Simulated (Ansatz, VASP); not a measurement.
# ZnS: VASP beside Ansatz, part 2 of 2

Wanted: the spread between two codes on one cell, functional and k mesh. The cell is taken from a series of runs on this material, whose earlier steps may have relaxed, scaled, displaced or heated it; both programs get it as it stands.

VASP 6.6.1 and Ansatz 0.2.0.

So far: Set-up; Ansatz: zone-centre phonons, LDA.

**3. VASP: zone-centre phonons, LDA**

Level of this step: LDA; plane waves and PAW (S, Zn) (VASP).

The same cell, functional (in two slightly different forms) and mesh now go to VASP, with its own data sets.

Lines of VASP's logs that name or quote its potential files are left out, and so is its time.

INCAR reads:

```
SYSTEM = ZnS
PREC = Accurate
ENCUT = 500
EDIFF = 1E-08
NELM = 120
ISMEAR = 0
SIGMA = 0.01
LREAL = .FALSE.
ALGO = Normal
GGA = CA
NBANDS = 15
LORBIT = 11
LWAVE = .FALSE.
LCHARG = .FALSE.
ISIF = 2
IBRION = 8
LEPSILON = .TRUE.
LASPH = .TRUE.
GGA_COMPAT = .FALSE.
EFERMI = MIDGAP
KPAR = 2
```

POSCAR reads:

```
ZnS
1.0
    0.0000000000      2.7278085070      2.5484579287
    2.7278085070      0.0000000000      2.5484579287
    2.7278085070      2.7278085070      0.0000000000
S Zn
1 1
Direct
    0.0000000000      0.0000000000      0.0000000000
    0.7500000000      0.7500000000      0.7500000000
```

KPOINTS reads:

```
Automatic mesh
0
Gamma
12 12 12
0 0 0
```

PAW data sets: S and Zn (LDA family, release 64).

Started as:

```
> mpirun -np 2 vasp_std
```

Numbers of over 12 decimals in the logs are rounded to 6 here.

What it wrote:

```text
[banner, memory and clock lines left out]
running    2 mpi-ranks, on    1 nodes
 distrk:  each k-point on    1 cores,    2 groups
 distr:  one band on    1 cores,    1 groups

 POSCAR found type information on POSCAR S Zn
 POSCAR found :  2 types and       2 ions
 LDA part: xc-table for (Slater(with rela. corr.)+CA(PZ))
 , standard interpolation
 POSCAR, INCAR and KPOINTS ok, starting setup
 FFT: planning ... GRIDC
 FFT: planning ... GRID_SOFT
 FFT: planning ... GRID
 WAVECAR not read
 entering main loop
       N       E                     dE             d eps       ncg     rms          rms(c)
DAV:   1     0.802561749474E+02    0.80256E+02   -0.84536E+03  4890   0.140E+03
DAV:   2    -0.336435134070E+01   -0.83621E+02   -0.78363E+02  5506   0.265E+02
DAV:   3    -0.857034790775E+01   -0.52060E+01   -0.51790E+01  6101   0.633E+01
DAV:   4    -0.862434950466E+01   -0.54002E-01   -0.53985E-01  5884   0.676E+00
DAV:   5    -0.862496947227E+01   -0.61997E-03   -0.61995E-03  6220   0.699E-01    0.734E+00
DAV:   6    -0.822445349083E+01    0.40052E+00   -0.80237E-01  7370   0.334E+01    0.565E+00
DAV:   7    -0.819614665055E+01    0.28307E-01   -0.24772E-01  6017   0.523E+00    0.271E+00
DAV:   8    -0.819007548037E+01    0.60712E-02   -0.54375E-03  7399   0.120E+00    0.623E-01
DAV:   9    -0.818953977087E+01    0.53571E-03   -0.11317E-03  5667   0.265E-01    0.838E-02
DAV:  10    -0.818955544902E+01   -0.15678E-04   -0.78488E-05  6129   0.815E-02    0.157E-02
DAV:  11    -0.818955270054E+01    0.27485E-05   -0.77275E-06  7630   0.595E-02    0.392E-03
DAV:  12    -0.818955282035E+01   -0.11981E-06   -0.10924E-06  5905   0.858E-03    0.164E-03
DAV:  13    -0.818955281000E+01    0.10352E-07   -0.30721E-08  6106   0.211E-03    0.411E-04
DAV:  14    -0.818955281122E+01   -0.12235E-08   -0.93589E-09  3565   0.749E-04
   1 F= -.81895528E+01 E0= -.81895528E+01  d E =0.000000E+00
 Linear response reoptimize wavefunctions to high precision
DAV:   1    -0.818955281139E+01   -0.17258E-09   -0.72600E-10  3929   0.293E-04
DAV:   2    -0.818955281139E+01    0.18190E-11   -0.12993E-10  2907   0.113E-04
 Linear response G [H, r] |phi>, progress :
  Direction:   1
       N       E                     dE             d eps       ncg     rms
RMM:   1    -0.468338132860E+02   -0.46834E+02    0.16271E+02  8312   0.732E+01
RMM:   2    -0.491174275304E+02   -0.22836E+01   -0.10176E+01  8429   0.263E+01
RMM:   3    -0.493188463364E+02   -0.20142E+00   -0.75606E-01  9158   0.643E+00
RMM:   4    -0.493233275220E+02   -0.44812E-02   -0.31369E-02  9346   0.131E+00
RMM:   5    -0.493228128216E+02    0.51470E-03    0.12210E-03  9565   0.308E-01
RMM:   6    -0.493231772608E+02   -0.36444E-03   -0.13108E-04  9556   0.814E-02
RMM:   7    -0.493231679297E+02    0.93311E-05    0.13787E-04  9708   0.239E-02
RMM:   8    -0.493231939615E+02   -0.26032E-04   -0.96618E-05  9752   0.786E-03
RMM:   9    -0.493231846926E+02    0.92689E-05   -0.16933E-06  8947   0.259E-03
RMM:  10    -0.493231848936E+02   -0.20101E-06   -0.41415E-06  7243   0.102E-03
RMM:  11    -0.493231847608E+02    0.13281E-06   -0.97686E-07  6331   0.395E-04
RMM:  12    -0.493231847418E+02    0.19013E-07    0.25956E-06  5435   0.208E-04
RMM:  13    -0.493231846903E+02    0.51457E-07    0.12986E-06  4837   0.120E-04
RMM:  14    -0.493231846425E+02    0.47871E-07    0.63056E-06  4382   0.959E-05
RMM:  15    -0.493231846539E+02   -0.11480E-07    0.53093E-06  3966   0.816E-05
RMM:  16    -0.493231846622E+02   -0.82457E-08    0.96684E-06  3663   0.793E-05
RMM:  17    -0.493231846547E+02    0.74891E-08    0.57378E-06  3472   0.765E-05
RMM:  18    -0.493231846641E+02   -0.93840E-08    0.10220E-05  3298   0.779E-05
 Linear response G [H, r] |phi>, progress :
  Direction:   2
       N       E                     dE             d eps       ncg     rms
RMM:   1    -0.444961001808E+02   -0.44496E+02    0.17680E+02  8254   0.739E+01
RMM:   2    -0.469868223933E+02   -0.24907E+01   -0.91780E+00  8375   0.255E+01
RMM:   3    -0.471798549572E+02   -0.19303E+00   -0.68354E-01  9105   0.607E+00
RMM:   4    -0.471825071578E+02   -0.26522E-02   -0.25888E-02  9394   0.127E+00
RMM:   5    -0.471823671623E+02    0.14000E-03    0.67615E-04  9552   0.300E-01
RMM:   6    -0.471826909947E+02   -0.32383E-03   -0.86395E-05  9565   0.807E-02
RMM:   7    -0.471826849585E+02    0.60362E-05    0.13822E-04  9700   0.232E-02
RMM:   8    -0.471827101183E+02   -0.25160E-04   -0.87087E-05  9771   0.756E-03
RMM:   9    -0.471827016053E+02    0.85129E-05    0.43385E-07  8819   0.245E-03
RMM:  10    -0.471827019560E+02   -0.35064E-06   -0.56461E-06  7203   0.949E-04
RMM:  11    -0.471827017777E+02    0.17826E-06    0.25208E-07  6255   0.378E-04
RMM:  12    -0.471827018571E+02   -0.79373E-07   -0.17089E-06  5499   0.205E-04
RMM:  13    -0.471827017800E+02    0.77093E-07    0.15910E-06  4913   0.130E-04
RMM:  14    -0.471827017521E+02    0.27848E-07   -0.23003E-06  4536   0.108E-04
[...]
Direction:   1
       N       E                     dE             d eps       ncg     rms          rms(c)
RMM:   1    -0.574877770610E+00   -0.57488E+00   -0.22434E+00 18719   0.382E+00
RMM:   2    -0.604701652178E+00   -0.29824E-01   -0.13843E-02 25733   0.829E-01    0.145E+00
RMM:   3    -0.567043874509E+00    0.37658E-01   -0.26422E-02 25274   0.877E-01    0.751E-01
[...]
RMM:   6    -0.552251779709E+00   -0.83782E-03   -0.10989E-04 15020   0.642E-02    0.232E-02
RMM:   7    -0.552496307182E+00   -0.24453E-03   -0.10048E-05 15212   0.187E-02    0.163E-03
RMM:   8    -0.552513646459E+00   -0.17339E-04   -0.56423E-07 15767   0.394E-03    0.668E-04
RMM:   9    -0.552513760830E+00   -0.11437E-06   -0.12961E-07 15798   0.125E-03    0.366E-04
RMM:  10    -0.552518282197E+00   -0.45214E-05   -0.26834E-08 15027   0.381E-04    0.157E-04
RMM:  11    -0.552516887309E+00    0.13949E-05   -0.86636E-09 13561   0.178E-04    0.883E-06
 change of polarisation eV/A/(eV/A) component  3 :     0.328     0.034     1.048
 dielectric tensor                  component  3 :     1.566     0.164     5.999
 Linear response DOF=           4
 Linear response progress:
  Degree of freedom:   1/  4
       N       E                     dE             d eps       ncg     rms          rms(c)
RMM:   1    -0.105628017838E+00   -0.10563E+00    0.51071E-02 36016   0.228E+00
RMM:   2    -0.103170316577E+00    0.24577E-02   -0.49091E-03 22737   0.672E-01    0.174E-01
RMM:   3    -0.103549532147E+00   -0.37922E-03   -0.35068E-04 24943   0.150E-01    0.856E-02
RMM:   4    -0.103938301933E+00   -0.38877E-03   -0.56850E-05 25278   0.551E-02    0.166E-02
RMM:   5    -0.103949353022E+00   -0.11051E-04   -0.40243E-06 26437   0.136E-02    0.937E-03
RMM:   6    -0.103934282328E+00    0.15071E-04   -0.30059E-07 26031   0.412E-03    0.466E-03
RMM:   7    -0.103937441922E+00   -0.31596E-05   -0.84969E-08 25938   0.137E-03    0.657E-04
RMM:   8    -0.103937813836E+00   -0.37191E-06    0.14562E-09 27491   0.313E-04    0.138E-04
RMM:   9    -0.103937255922E+00    0.55791E-06   -0.12707E-09 27050   0.105E-04    0.435E-05
RMM:  10    -0.103937426665E+00   -0.17074E-06   -0.14722E-09 26896   0.410E-05    0.962E-06
RMM:  11    -0.103937446355E+00   -0.19690E-07    0.31860E-10 26605   0.177E-05    0.635E-06
RMM:  12    -0.103937430773E+00    0.15582E-07    0.36103E-09 22922   0.605E-06    0.507E-07
RMM:  13    -0.103937433734E+00   -0.29615E-08   -0.19690E-09 14931   0.256E-06    0.162E-07
 first order change of Fermi-energy   0.12402E-03
 force on displaced ion       1 direction 1 :  -6.326  -0.000   0.000
 Born effective charge ion    1 direction 1 :  -2.007   0.000   0.000
 Linear response progress:
  Degree of freedom:   2/  4
       N       E                     dE             d eps       ncg     rms          rms(c)
RMM:   1    -0.104985405257E+00   -0.10499E+00    0.46715E-02 20817   0.224E+00
RMM:   2    -0.102790209863E+00    0.21952E-02   -0.47929E-03 13524   0.657E-01    0.161E-01
RMM:   3    -0.103134823937E+00   -0.34461E-03   -0.31727E-04 14642   0.143E-01    0.812E-02
RMM:   4    -0.103495983117E+00   -0.36116E-03   -0.43493E-05 14789   0.504E-02    0.155E-02
RMM:   5    -0.103514698894E+00   -0.18716E-04   -0.28345E-06 15405   0.120E-02    0.896E-03
RMM:   6    -0.103500546120E+00    0.14153E-04   -0.28460E-07 15027   0.359E-03    0.397E-03
RMM:   7    -0.103502567468E+00   -0.20213E-05   -0.54496E-08 15237   0.120E-03    0.593E-04
RMM:   8    -0.103503324014E+00   -0.75655E-06   -0.42924E-09 16008   0.290E-04    0.101E-04
RMM:   9    -0.103502924029E+00    0.39999E-06    0.37218E-10 15738   0.896E-05    0.322E-05
RMM:  10    -0.103503042958E+00   -0.11893E-06   -0.21798E-09 15568   0.341E-05    0.539E-06
RMM:  11    -0.103503071347E+00   -0.28389E-07    0.32133E-09 15598   0.151E-05    0.529E-06
RMM:  12    -0.103503057848E+00    0.13498E-07    0.39916E-09 12745   0.529E-06    0.374E-07
RMM:  13    -0.103503060191E+00   -0.23428E-08   -0.10589E-09  7863   0.241E-06    0.226E-07
 first order change of Fermi-energy   0.87933E-03
 force on displaced ion       1 direction 3 :  -0.000  -0.000  -5.984
 Born effective charge ion    1 direction 3 :   0.000   0.000  -1.831
 Linear response progress:
  Degree of freedom:   3/  4
       N       E                     dE             d eps       ncg     rms          rms(c)
RMM:   1    -0.212836081426E+00   -0.21284E+00   -0.36483E-03 20134   0.214E+00
RMM:   2    -0.210749841390E+00    0.20862E-02   -0.30509E-03 22922   0.462E-01    0.121E-01
RMM:   3    -0.210524347474E+00    0.22549E-03   -0.65140E-05 27186   0.673E-02    0.708E-02
RMM:   4    -0.210237738819E+00    0.28661E-03   -0.11916E-05 26757   0.251E-02    0.414E-03
RMM:   5    -0.210233911307E+00    0.38275E-05   -0.30530E-07 28220   0.446E-03    0.131E-03
RMM:   6    -0.210237964725E+00   -0.40534E-05   -0.40316E-08 28018   0.143E-03    0.290E-04
RMM:   7    -0.210238429480E+00   -0.46475E-06   -0.74400E-09 28428   0.368E-04    0.124E-04
RMM:   8    -0.210238495866E+00   -0.66386E-07   -0.33214E-09 27738   0.151E-04    0.330E-05
RMM:   9    -0.210238283170E+00    0.21270E-06    0.29905E-11 28224   0.511E-05    0.109E-05
RMM:  10    -0.210238256488E+00    0.26682E-07    0.19865E-11 28904   0.163E-05    0.131E-06
RMM:  11    -0.210238260239E+00   -0.37508E-08    0.38876E-12 23833   0.590E-06    0.470E-07
 first order change of Fermi-energy  -0.88560E-05
 force on displaced ion       2 direction 1 :  -6.324  -0.000  -0.000
 Born effective charge ion    2 direction 1 :   2.006   0.000   0.000
 Linear response progress:
  Degree of freedom:   4/  4
       N       E                     dE             d eps       ncg     rms          rms(c)
RMM:   1    -0.212240704181E+00   -0.21224E+00   -0.16657E-04 11832   0.215E+00
RMM:   2    -0.210380358554E+00    0.18603E-02   -0.27275E-03 13348   0.442E-01    0.113E-01
RMM:   3    -0.210151760878E+00    0.22860E-03   -0.62902E-05 15815   0.649E-02    0.667E-02
RMM:   4    -0.209856833857E+00    0.29493E-03   -0.12344E-05 15551   0.263E-02    0.311E-03
RMM:   5    -0.209857533478E+00   -0.69962E-06   -0.31007E-07 16426   0.454E-03    0.136E-03
RMM:   6    -0.209862315627E+00   -0.47821E-05   -0.43501E-08 16295   0.142E-03    0.296E-04
RMM:   7    -0.209863008247E+00   -0.69262E-06   -0.57589E-09 16612   0.330E-04    0.792E-05
RMM:   8    -0.209862409618E+00    0.59863E-06   -0.19746E-09 16275   0.137E-04    0.174E-05
RMM:   9    -0.209862349687E+00    0.59931E-07    0.20587E-10 16928   0.393E-05    0.432E-06
RMM:  10    -0.209862330816E+00    0.18872E-07    0.82883E-11 16805   0.134E-05    0.137E-06
RMM:  11    -0.209862335968E+00   -0.51525E-08    0.28020E-11 13558   0.561E-06    0.418E-07
 first order change of Fermi-energy  -0.85847E-04
 force on displaced ion       2 direction 3 :  -0.000  -0.000  -6.028
 Born effective charge ion    2 direction 3 :   0.000   0.000   1.830
 Born effective charges drift removed
 Linear response finished
```

Parts of OUTCAR (step 3):

```text
ion  position               nearest neighbor table
   1  0.000  0.000  0.000-   2 2.31   2 2.31   2 2.31   2 2.31
   2  0.750  0.750  0.750-   1 2.31   1 2.31   1 2.31   1 2.31

  LATTYP: Found a body centered tetragonal cell.
 ALAT       =     3.8577037862
 C/A-ratio  =     1.3212304884

 Subroutine GETGRP returns: Found  8 space group operations
 (whereof  8 operations were pure point group operations)

The static configuration has the point symmetry D_2d.

 Found    163 irreducible k-points:

   k-points           NKPTS =    163   k-points in BZ     NKDIM =    163   number of bands    NBANDS=     15

   dimension x,y,z NGX =    28 NGY =   28 NGZ =   28
   dimension x,y,z NGXF=    56 NGYF=   56 NGZF=   56

   ENCUT  =  500.0 eV  36.75 Ry    6.06 a.u.   6.81  6.81  7.03*2*pi/ulx,y,z

   NELECT =      18.0000    total number of electrons

 k-points in reciprocal lattice and weights: Automatic mesh
   0.00000000  0.00000000  0.00000000       0.001
   0.08333333 -0.00000000  0.00000000       0.005
   0.16666667  0.00000000  0.00000000       0.005
   0.25000000  0.00000000  0.00000000       0.005
   0.33333333 -0.00000000  0.00000000       0.005
   0.41666667 -0.00000000  0.00000000       0.005
   0.50000000  0.00000000  0.00000000       0.002
   0.08333333  0.08333333  0.00000000       0.001
   0.16666667  0.08333333  0.00000000       0.005
[...]
-0.33333333  0.16666667  0.50000000       0.002
  -0.25000000  0.25000000  0.50000000       0.001

 average (electrostatic) potential at core
       1 -88.9080       2 -37.1948

  Total       -0.5965290     -0.5965290      0.0536560      0.0000000     -0.0000000      0.0000000
  in kB      -25.2003707    -25.2003707      2.2666960      0.0000000     -0.0000000      0.0000000
  external PRESSURE =     -16.0446818 kB  Pullay stress =       0.0000000 kB

  energy-cutoff  :      500.00
  volume of cell :       37.93
      direct lattice vectors                 reciprocal lattice vectors
     0.000000000  2.727808507  2.548457929    -0.183297324  0.183297324  0.196197078
     2.727808507  0.000000000  2.548457929     0.183297324 -0.183297324  0.196197078
     2.727808507  2.727808507  0.000000000     0.183297324  0.183297324 -0.196197078

 POSITION                                       TOTAL-FORCE (eV/Angst)
 -----------------------------------------------------------------------------------
      0.00000      0.00000      0.00000         0.000000      0.000000     -0.000000
      4.09171      4.09171      3.82269        -0.000000     -0.000000      0.000000
 -----------------------------------------------------------------------------------
    total drift:                                0.000001      0.000001      0.000000

 MACROSCOPIC STATIC DIELECTRIC TENSOR (including local field effects in DFT)
 ------------------------------------------------------
           6.264057    -0.000000     0.000000
          -0.000000     6.264057     0.000000
          -0.000000    -0.000000     5.998762
 ------------------------------------------------------

 PIEZOELECTRIC TENSOR (including local field effects)  for field in x, y, z        (C/m^2)
          XX          YY          ZZ          XY          YZ          ZX
  --------------------------------------------------------------------------------
  x     0.00000     0.00000     0.00000     0.00000    -0.64514     0.00000
  y     0.00000     0.00000     0.00000     0.00000     0.00000    -0.64514
  z     0.00000     0.00000     0.00000    -0.71559     0.00000     0.00000

 BORN EFFECTIVE CHARGES (including local field effects) (in |e|, cummulative output)
 ---------------------------------------------------------------------------------
 ion    1
    1    -2.00630     0.00000     0.00000
    2     0.00000    -2.00630     0.00000
    3     0.00000     0.00000    -1.83061
 ion    2
    1     2.00630     0.00000     0.00000
    2     0.00000     2.00630     0.00000
    3     0.00000     0.00000     1.83061

 Eigenvectors and eigenvalues of the dynamical matrix
 ----------------------------------------------------

   1 f  =    8.476324 THz    53.258315 2PiTHz  282.739739 cm-1    35.055244 meV
             X         Y         Z           dx          dy          dz
      0.000000  0.000000  0.000000     0.000000    0.819173    0.000000
      4.091713  4.091713  3.822687     0.000000   -0.573547    0.000000

   2 f  =    8.476324 THz    53.258315 2PiTHz  282.739739 cm-1    35.055244 meV
             X         Y         Z           dx          dy          dz
      0.000000  0.000000  0.000000     0.819173    0.000000    0.000000
      4.091713  4.091713  3.822687    -0.573547    0.000000    0.000000

   3 f  =    8.254375 THz    51.863768 2PiTHz  275.336315 cm-1    34.137337 meV
             X         Y         Z           dx          dy          dz
      0.000000  0.000000  0.000000     0.000000    0.000000    0.818131
      4.091713  4.091713  3.822687     0.000000    0.000000   -0.575032

   4 f/i=    0.000672 THz     0.004223 2PiTHz    0.022419 cm-1     0.002780 meV
             X         Y         Z           dx          dy          dz
      0.000000  0.000000  0.000000    -0.573547    0.000000    0.000000
      4.091713  4.091713  3.822687    -0.819173    0.000000    0.000000

   5 f/i=    0.000672 THz     0.004223 2PiTHz    0.022419 cm-1     0.002780 meV
             X         Y         Z           dx          dy          dz
      0.000000  0.000000  0.000000     0.000000   -0.573547    0.000000
      4.091713  4.091713  3.822687     0.000000   -0.819173    0.000000

   6 f/i=    0.014317 THz     0.089957 2PiTHz    0.477565 cm-1     0.059211 meV
             X         Y         Z           dx          dy          dz
      0.000000  0.000000  0.000000     0.000000    0.000000   -0.575032
      4.091713  4.091713  3.822687     0.000000    0.000000   -0.818131

 MACROSCOPIC STATIC DIELECTRIC TENSOR IONIC CONTRIBUTION
 ------------------------------------------------------
           3.036603     0.000000     0.000000
           0.000000     3.036603     0.000000
           0.000000     0.000000     2.662319
 ------------------------------------------------------

 ELASTIC MODULI CONTR FROM IONIC RELAXATION (kBar)
 Direction    XX          YY          ZZ          XY          YZ          ZX
 --------------------------------------------------------------------------------
 XX           0.0000      0.0000      0.0000      0.0000      0.0000      0.0000
 YY           0.0000      0.0000      0.0000      0.0000      0.0000      0.0000
 ZZ           0.0000      0.0000      0.0000      0.0000      0.0000      0.0000
 XY           0.0000      0.0000      0.0000   -208.3742     -0.0000     -0.0000
 YZ           0.0000      0.0000      0.0000     -0.0000   -237.4589     -0.0000
 ZX           0.0000      0.0000      0.0000     -0.0000     -0.0000   -220.2829
 --------------------------------------------------------------------------------

 PIEZOELECTRIC TENSOR IONIC CONTR  for field in x, y, z        (C/m^2)
          XX          YY          ZZ          XY          YZ          ZX
  --------------------------------------------------------------------------------
  x     0.00000     0.00000     0.00000     0.00000     0.79903     0.00000
  y     0.00000     0.00000     0.00000     0.00000     0.00000     0.76959
  z     0.00000     0.00000     0.00000     0.70085     0.00000     0.00000
```

**4. Side by side**

Known differences besides the potentials themselves: the two LDA forms differ slightly; fixed occupations in Ansatz, narrow Gaussian smearing in VASP; VASP's response is taken on the typed mesh, Ansatz refines its own for the field response alone; the cutoff is 420 eV in Ansatz and 500 eV in VASP; VASP's log shows a relativistic correction to its local exchange, Ansatz's none. Total energies have different zeros and are not compared.

Both answers:

```
                                     quantity  Ansatz   VASP  difference
                                        ε∞ xx    6.31   6.26     +0.81 %
                                        ε∞ yy    6.31   6.26     +0.81 %
                                        ε∞ zz    6.04   6.00     +0.66 %
 Born charge of S1 (mean of the diagonal) (e)   -1.94  -1.95       +0.01
Born charge of Zn2 (mean of the diagonal) (e)    1.94   1.95       -0.01
                        optical mode 1 (cm⁻¹)   273.4  275.3     -0.71 %
                   optical mode 2 to 3 (cm⁻¹)   281.2  282.7     -0.54 %
```

Modes are paired by rising frequency, not by their patterns, so a pair may set unlike modes beside each other; they are those without the splitting of longitudinal modes.

**5. Outcome**

| Property | Result |
| --- | --- |
| r.m.s. difference of the optical zone-centre modes, each program's sorted by frequency (zone-centre phonons, LDA) | 1.7 cm⁻¹ |
| difference in ε∞ xx (zone-centre phonons, LDA) | +0.8 % |

The r.m.s. difference of the optical zone-centre modes, each program's sorted by frequency is 1.7 cm⁻¹ (zone-centre phonons, LDA). Among the rows given in per cent, the largest difference of the zone-centre phonons, LDA pair is in ε∞ xx, +0.8 %. How closely two codes agree says nothing of how well the functional describes the real material.

[Lines on the potential files, build, host, timing and source positions are cut from VASP's logs without a mark.]

[Logs are printed without paths, hosts, clocks, repeated set-up lines and the standing remarks that a program may print on its own settings, such as how far it seeks lower states.]

[Hosts, paths, dates, database ids (printed as entryN), source tags and the programs' standing remarks are cut or masked in the printed files.]
